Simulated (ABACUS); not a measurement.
# Pt (Fm-3m) in ABACUS: further runs

One crystal, Pt, is run at these levels: LDA-PW92, PBEsol; tasks: single point, relaxation of cell and atoms.

Everything below comes from runs of ABACUS 3.10.1. Logs are shortened: lines on timing, memory, paths and dates and some standing lists are left out, and cuts for length are marked.

## Step 1: The crystal as given

Symmetry: Fm-3m, No. 225, cubic system. Conventional cell: a = 3.922 Å, b = 3.922 Å, c = 3.922 Å, α = 90.00°, β = 90.00°, γ = 90.00°. Around Pt (site symmetry m-3m) lie 12 Pt at 2.77 Å.

## Step 2: Single point, LDA-PW92

Input file run_abacus.py:

```python
"""ABACUS run from a structure file: ASE reads it, the script writes STRU, KPT and INPUT."""
import re
import subprocess
import spglib
from ase import Atoms
from ase.io import read
from ase.units import Bohr

atoms = read("Pt.cif")
cell, frac, numbers = spglib.standardize_cell((atoms.cell[:], atoms.get_scaled_positions(), atoms.numbers), to_primitive=True, symprec=1e-4)
atoms = Atoms(numbers=numbers, cell=cell, scaled_positions=frac, pbc=True)  # the primitive cell
atoms = atoms[(-atoms.numbers).argsort(kind="stable")]  # ABACUS lists atoms element by element
pseudo = {'Pt': 'pt_lda_v1.4.uspp.F.UPF'}
orbital = {}
magmoms = None
kmesh = [10, 10, 10]
params = {
    'suffix': 'Pt',
    'calculation': 'scf',
    'basis_type': 'pw',
    'pseudo_dir': './',
    'symmetry': 1,
    'dft_functional': 'LDA_X+LDA_C_PW',
    'ecutwfc': 40,
    'pseudo_rcut': 10,
    'nspin': 1,
    'nbands': 18,
    'ks_solver': 'dav',
    'smearing_method': 'fd',
    'smearing_sigma': 0.00367493,
    'scf_thr': 1e-08,
    'scf_nmax': 100,
    'mixing_type': 'broyden',
    'mixing_beta': 0.7,
    'cal_force': 1,
    'cal_stress': 1,
    'ecutrho': 320,
    'out_chg': 1,
    'kpar': 4,
}

symbols = atoms.get_chemical_symbols()
elements = list(dict.fromkeys(symbols))
lines = ["ATOMIC_SPECIES"] + [f"{e} {atoms.get_masses()[symbols.index(e)]:.4f} {pseudo[e]}" for e in elements]
if orbital:
    lines += ["", "NUMERICAL_ORBITAL"] + [orbital[e] for e in elements]
lines += ["", "LATTICE_CONSTANT", f"{1 / Bohr:.10f}", "", "LATTICE_VECTORS"]
lines += [" ".join(f"{x:.10f}" for x in v) for v in atoms.cell]
lines += ["", "ATOMIC_POSITIONS", "Direct"]
for e in elements:
    lines += ["", e, "0.0", str(symbols.count(e))]
    for i, p in enumerate(atoms.get_scaled_positions(wrap=False)):
        if symbols[i] == e:
            mag = "" if magmoms is None else " mag " + " ".join(str(x) for x in (magmoms[i] if isinstance(magmoms[i], list) else [magmoms[i]]))
            lines.append(" ".join(f"{x:.10f}" for x in p) + " 1 1 1" + mag)
open("STRU", "w").write("\n".join(lines) + "\n")
open("KPT", "w").write("K_POINTS\n0\nGamma\n%d %d %d 0 0 0\n" % tuple(kmesh))
open("INPUT", "w").write("INPUT_PARAMETERS\n" + "".join(f"{k:<20s}{v}\n" for k, v in params.items()))

done = subprocess.run(['mpirun', '-np', '4', 'abacus'])
if done.returncode:
    raise SystemExit(done.returncode)
log = open("OUT.Pt/running_scf.log").read()
print("final energy (eV):", re.findall(r"FINAL_ETOT_IS (\S+)", log))
```

Input file Pt.cif:

```cif
data_Pt
_cell_length_a 3.92180000
_cell_length_b 3.92180000
_cell_length_c 3.92180000
_cell_angle_alpha 90.00000000
_cell_angle_beta 90.00000000
_cell_angle_gamma 90.00000000
_space_group_name_H-M_alt 'Fm-3m'
_space_group_name_Hall '-F 4 2 3'
_space_group_IT_number 225
loop_
_space_group_symop_operation_xyz
'x,y,z'
'-x,-y,-z'
'-y,x,z'
'y,-x,-z'
'-x,-y,z'
'x,y,-z'
'y,-x,z'
'-y,x,-z'
'x,-y,-z'
'-x,y,z'
'-y,-x,-z'
'y,x,z'
'-x,y,-z'
'x,-y,z'
'y,x,-z'
'-y,-x,z'
'z,x,y'
'-z,-x,-y'
'z,-y,x'
'-z,y,-x'
'z,-x,-y'
'-z,x,y'
'z,y,-x'
'-z,-y,x'
'-z,x,-y'
'z,-x,y'
'-z,-y,-x'
'z,y,x'
'-z,-x,y'
'z,x,-y'
'-z,y,x'
'z,-y,-x'
'y,z,x'
'-y,-z,-x'
'x,z,-y'
'-x,-z,y'
'-y,z,-x'
'y,-z,x'
'-x,z,y'
'x,-z,-y'
'-y,-z,x'
'y,z,-x'
'-x,-z,-y'
'x,z,y'
'y,-z,-x'
'-y,z,x'
'x,-z,y'
'-x,z,-y'
'x,y+1/2,z+1/2'
'-x,-y+1/2,-z+1/2'
'-y,x+1/2,z+1/2'
[... 62 lines left out ...]
'-z+1/2,-x,-y+1/2'
'z+1/2,-y,x+1/2'
'-z+1/2,y,-x+1/2'
'z+1/2,-x,-y+1/2'
'-z+1/2,x,y+1/2'
'z+1/2,y,-x+1/2'
'-z+1/2,-y,x+1/2'
'-z+1/2,x,-y+1/2'
'z+1/2,-x,y+1/2'
'-z+1/2,-y,-x+1/2'
'z+1/2,y,x+1/2'
'-z+1/2,-x,y+1/2'
'z+1/2,x,-y+1/2'
'-z+1/2,y,x+1/2'
'z+1/2,-y,-x+1/2'
'y+1/2,z,x+1/2'
'-y+1/2,-z,-x+1/2'
'x+1/2,z,-y+1/2'
'-x+1/2,-z,y+1/2'
'-y+1/2,z,-x+1/2'
'y+1/2,-z,x+1/2'
'-x+1/2,z,y+1/2'
'x+1/2,-z,-y+1/2'
'-y+1/2,-z,x+1/2'
'y+1/2,z,-x+1/2'
'-x+1/2,-z,-y+1/2'
'x+1/2,z,y+1/2'
'y+1/2,-z,-x+1/2'
'-y+1/2,z,x+1/2'
'x+1/2,-z,y+1/2'
'-x+1/2,z,-y+1/2'
'x+1/2,y+1/2,z'
'-x+1/2,-y+1/2,-z'
'-y+1/2,x+1/2,z'
'y+1/2,-x+1/2,-z'
'-x+1/2,-y+1/2,z'
'x+1/2,y+1/2,-z'
'y+1/2,-x+1/2,z'
'-y+1/2,x+1/2,-z'
'x+1/2,-y+1/2,-z'
'-x+1/2,y+1/2,z'
'-y+1/2,-x+1/2,-z'
'y+1/2,x+1/2,z'
'-x+1/2,y+1/2,-z'
'x+1/2,-y+1/2,z'
'y+1/2,x+1/2,-z'
'-y+1/2,-x+1/2,z'
'z+1/2,x+1/2,y'
'-z+1/2,-x+1/2,-y'
'z+1/2,-y+1/2,x'
'-z+1/2,y+1/2,-x'
'z+1/2,-x+1/2,-y'
'-z+1/2,x+1/2,y'
'z+1/2,y+1/2,-x'
'-z+1/2,-y+1/2,x'
'-z+1/2,x+1/2,-y'
'z+1/2,-x+1/2,y'
'-z+1/2,-y+1/2,-x'
'z+1/2,y+1/2,x'
'-z+1/2,-x+1/2,y'
'z+1/2,x+1/2,-y'
'-z+1/2,y+1/2,x'
'z+1/2,-y+1/2,-x'
'y+1/2,z+1/2,x'
'-y+1/2,-z+1/2,-x'
'x+1/2,z+1/2,-y'
'-x+1/2,-z+1/2,y'
'-y+1/2,z+1/2,-x'
'y+1/2,-z+1/2,x'
'-x+1/2,z+1/2,y'
'x+1/2,-z+1/2,-y'
'-y+1/2,-z+1/2,x'
'y+1/2,z+1/2,-x'
'-x+1/2,-z+1/2,-y'
'x+1/2,z+1/2,y'
'y+1/2,-z+1/2,-x'
'-y+1/2,z+1/2,x'
'x+1/2,-z+1/2,y'
'-x+1/2,z+1/2,-y'
loop_
_atom_site_label
_atom_site_type_symbol
_atom_site_symmetry_multiplicity
_atom_site_Wyckoff_symbol
_atom_site_fract_x
_atom_site_fract_y
_atom_site_fract_z
_atom_site_occupancy
Pt1 Pt 4 a 0.0000000000 0.0000000000 0.0000000000 1
```

Potentials or basis: GBRV ultrasoft 1.5 LDA, plane waves.

On the command line:

```sh
$ OMP_NUM_THREADS=1 python run_abacus.py > log
```

running log:

```text
ABACUS v3.10.1

               Atomic-orbital Based Ab-initio Computation at UStc

 ------------------------------------------------------------------------------------

 READING GENERAL INFORMATION
                           global_out_dir = OUT.Pt/
                           global_in_card = INPUT
                               pseudo_dir = ./
                              orbital_dir =
                                    DSIZE = 4
                                    GSIZE = 1

 READING UNITCELL INFORMATION
                                    ntype = 1
                  lattice constant (Bohr) = 1.88973
              lattice constant (Angstrom) = 1

 READING ATOM TYPE 1
                               atom label = Pt
                      L=0, number of zeta = 1
                      L=1, number of zeta = 1
                      L=2, number of zeta = 1
             number of atom for this type = 1

                        TOTAL ATOM NUMBER = 1
DIRECT COORDINATES
    atom                   x                   y                   z     mag                  vx                  vy                  vz
taud_Pt1            0.0000000000        0.0000000000        0.0000000000  0.0000        0.0000000000        0.0000000000        0.0000000000

                          Volume (Bohr^3) = 101.764
                             Volume (A^3) = 15.0798

 Lattice vectors: (Cartesian coordinate: in unit of a_0)
                   +0             +1.9609             +1.9609
              +1.9609                  +0             +1.9609
              +1.9609             +1.9609                  +0
 Reciprocal vectors: (Cartesian coordinate: in unit of 2 pi/a_0)
            -0.254985           +0.254985           +0.254985
            +0.254985           -0.254985           +0.254985
            +0.254985           +0.254985           -0.254985
 The esolver type has been set to : ksdft_pw

                PAO radial cut off (Bohr) = 10

 Read in pseudopotential file is pt_lda_v1.4.uspp.F.UPF
                     pseudopotential type = US
          exchange-correlation functional = PZ
                 nonlocal core correction = 1
                        valence electrons = 16
                                     lmax = 2
                           number of zeta = 4
                     number of projectors = 6
                           L of projector = 0
                           L of projector = 0
                           L of projector = 1
                           L of projector = 1
                           L of projector = 2
                           L of projector = 2
 XC functional updated to : LDA_X+LDA_C_PW
          exchange-correlation functional = LDA_X+LDA_C_PW
     initial pseudo atomic orbital number = 12

 SETUP THE ELECTRONS NUMBER
            electron number of element Pt = 16
      total electron number of element Pt = 16
            AUTOSET number of electrons:  = 16
                           occupied bands = 8
                                   NBANDS = 18
                                   NLOCAL = 9

[... 135 lines left out ...]
       minimum distributed K point number = 11
[... stars of the k points ...]

[... K-POINTS CARTESIAN COORDINATES: 12 rows ...]

[... K-POINTS DIRECT COORDINATES: 12 rows ...]

 SETUP PLANE WAVES FOR WAVE FUNCTIONS
     energy cutoff for wavefunc (unit:Ry) = 40
              fft grid for wave functions = [ 24, 24, 24 ]
                    number of plane waves = 609
                         number of sticks = 91

 PARALLEL PW FOR WAVE FUNCTIONS
     PROC   COLUMNS(POT)             PW
        1             91            609
 --------------- sum -------------------
        1             91            609

 SETUP NONLOCAL PSEUDOPOTENTIALS IN PLANE WAVE BASIS
 Pt non-local projectors:
 projector 1 L=0
 projector 2 L=0
 projector 3 L=1
 projector 4 L=1
 projector 5 L=2
 projector 6 L=2
      TOTAL NUMBER OF NONLOCAL PROJECTORS = 18

 Init Non-Local PseudoPotential table :
 Init Non-Local-Pseudopotential done.

                                     npwx = 439

 Make real space PAO into reciprocal space.
       max mesh points in Pseudopotential = 821
     dq(describe PAO in reciprocal space) = 0.01
                                    max q = 763

 number of pseudo atomic orbitals for Pt is 4
WARNING: norm of atomic wavefunction # 3 of atomic type Pt is 0.999989, renormalized
WARNING: norm of atomic wavefunction # 4 of atomic type Pt is 0.997841, renormalized

 -------------------------------------------
 SELF-CONSISTENT
 -------------------------------------------
                                 init_chg = atomic

 PW ALGORITHM --------------- ION=   1  ELEC=   1--------------------------------

 Density error is 0.782349619688
                          Error Threshold = 0.01
----------------------------------------------------------
     Energy           Rydberg                 eV
----------------------------------------------------------
 E_KohnSham     -210.5657626213      -2864.8941753647
 E_Harris       -217.9336938582      -2965.1400226590
 E_Fermi        1.8667358253         25.3982438845
----------------------------------------------------------
[... 51 lines left out ...]
 Density error is 3.45734060191e-09
                          Error Threshold = 2.58962321852e-09
----------------------------------------------------------
     Energy           Rydberg                 eV
----------------------------------------------------------
 E_KohnSham     -210.8228863611      -2868.3925233170
 E_KS(sigma->0) -210.8224472980      -2868.3865495577
 E_Harris       -210.8224449242      -2868.3865172605
 E_band         0.1644578209         2.2375634452
 E_one_elec     -20.1248080458       -273.8120605785
 E_Hartree      24.4897626749        333.2003150469
 E_xc           -56.8136756105       -772.9897126265
 E_Ewald        -158.3732872536      -2154.7791176404
 E_entropy(-TS) -0.0008781261        -0.0119475185
 E_descf        0.0000000000         0.0000000000
 E_exx          0.0000000000         0.0000000000
 E_Fermi        1.6341682766         22.2340000521
----------------------------------------------------------

 charge density convergence is achieved
 final etot is -2868.3925233 eV
 EFERMI = 22.234000052 eV

 STATE ENERGY(eV) AND OCCUPATIONS    NSPIN == 1
 1/12 kpoint (Cartesian) = 0.0000 0.0000 0.0000 (411 pws)
       1       -30.3675     0.00200000
       2       -30.3675     0.00200000
       3       -30.3675     0.00200000
       4        11.9116     0.00200000
       5        18.4028     0.00200000
       6        18.4028     0.00200000
[... 98 lines left out ...]
       5        18.3475     0.00800000
       6        18.3475     0.00800000
[... 10 lines left out ...]
      17        52.2670        0.00000
      18        57.3833        0.00000

[... levels at 6 further k points ...]

------------------------------------------------------------------------------------------
 TOTAL-FORCE (eV/Angstrom)
------------------------------------------------------------------------------------------
                       Pt1         0.0000000000         0.0000000000         0.0000000000
------------------------------------------------------------------------------------------

----------------------------------------------------------------
 TOTAL-STRESS (KBAR)
----------------------------------------------------------------
       -75.9150338080        -0.0000000000        -0.0000000000
         0.0000000000       -75.9150338080         0.0000000000
        -0.0000000000        -0.0000000000       -75.9150338080
----------------------------------------------------------------
 TOTAL-PRESSURE: -75.915034 KBAR

 --------------------------------------------
 !FINAL_ETOT_IS -2868.3925233169543390 eV
 --------------------------------------------
```

Run time: 3.8 s. Hardware: 4 MPI ranks of Intel Xeon Platinum 8488C (Sapphire Rapids), shared host; peak memory 0.36 GiB.

Results:

```
Free energy            : -2868.3925 eV
Pressure               : -7.6 GPa
Band gap on the k mesh : none (metal or under the smearing width)
```

Levels at points of the mesh, in eV from the Fermi level:
| k point | band 6 | band 7 | band 8 | band 9 | band 10 | band 11 |
| --- | --- | --- | --- | --- | --- | --- |
| (0.00, 0.00, 0.00) | -3.83 | -3.83 | -1.64 | -1.64 | 14.64 | 19.53 |
| (0.50, 0.50, 0.50) | -3.89 | -0.53 | 0.03 | 0.03 | 5.75 | 14.20 |
| (0.50, 0.50, 0.00) | 0.01 | 0.48 | 0.48 | 1.72 | 8.75 | 11.31 |

The run has no spin-orbit coupling, so splittings on Pt are missing.

## Step 3: Single point, PBEsol

run_abacus.py, as its differences from that of step 2:

```diff
@@ -3,4 +3,2 @@
 import subprocess
-import spglib
-from ase import Atoms
 from ase.io import read
@@ -8,7 +6,5 @@
 
-atoms = read("Pt.cif")
-cell, frac, numbers = spglib.standardize_cell((atoms.cell[:], atoms.get_scaled_positions(), atoms.numbers), to_primitive=True, symprec=1e-4)
-atoms = Atoms(numbers=numbers, cell=cell, scaled_positions=frac, pbc=True)  # the primitive cell
+atoms = read("POSCAR")
 atoms = atoms[(-atoms.numbers).argsort(kind="stable")]  # ABACUS lists atoms element by element
-pseudo = {'Pt': 'pt_lda_v1.4.uspp.F.UPF'}
+pseudo = {'Pt': 'pt_pbe_v1.4.uspp.F.UPF'}
 orbital = {}
@@ -22,3 +18,3 @@
     'symmetry': 1,
-    'dft_functional': 'LDA_X+LDA_C_PW',
+    'dft_functional': 'pbesol',
     'ecutwfc': 40,
@@ -38,2 +34,4 @@
     'out_chg': 1,
+    'out_pot': 2,
+    'out_elf': 0,
     'kpar': 4,
```

Input file POSCAR:

```
Pt
1.0
    0.0000000000      1.9609000000      1.9609000000
    1.9609000000      0.0000000000      1.9609000000
    1.9609000000      1.9609000000      0.0000000000
Pt
1
Direct
    0.0000000000      0.0000000000      0.0000000000
```

Potentials or basis: GBRV ultrasoft 1.5 PBE, plane waves.

On the command line:

```sh
$ OMP_NUM_THREADS=1 python run_abacus.py > log
```

Run time: 3.8 s. Hardware: 4 MPI ranks of Intel Xeon Platinum 8488C (Sapphire Rapids), shared host; peak memory 0.36 GiB.

The run converged. Its results:

* Free energy: -2861.3768 eV
* Pressure: -1.8 GPa
* Band gap on the k mesh: none (metal or under the smearing width)

Levels at points of the mesh, in eV from the Fermi level:
```tsv
k point	band 4	band 5	band 6	band 7	band 8	band 9	band 10	band 11	band 12
(0.00, 0.00, 0.00)	-10.32	-3.83	-3.83	-3.83	-1.65	-1.65	14.55	19.50	19.50
(0.50, 0.50, 0.50)	-7.40	-3.89	-3.89	-0.56	0.03	0.03	5.80	14.11	18.90
(0.50, 0.50, 0.00)	-7.14	-6.68	0.00	0.48	0.48	1.70	8.82	11.32	11.32
```

Caveat: the potentials were made for another functional, which shifts forces and pressure. The run has no spin-orbit coupling, so splittings on Pt are missing.

(Part 1 of 2 ends here.)
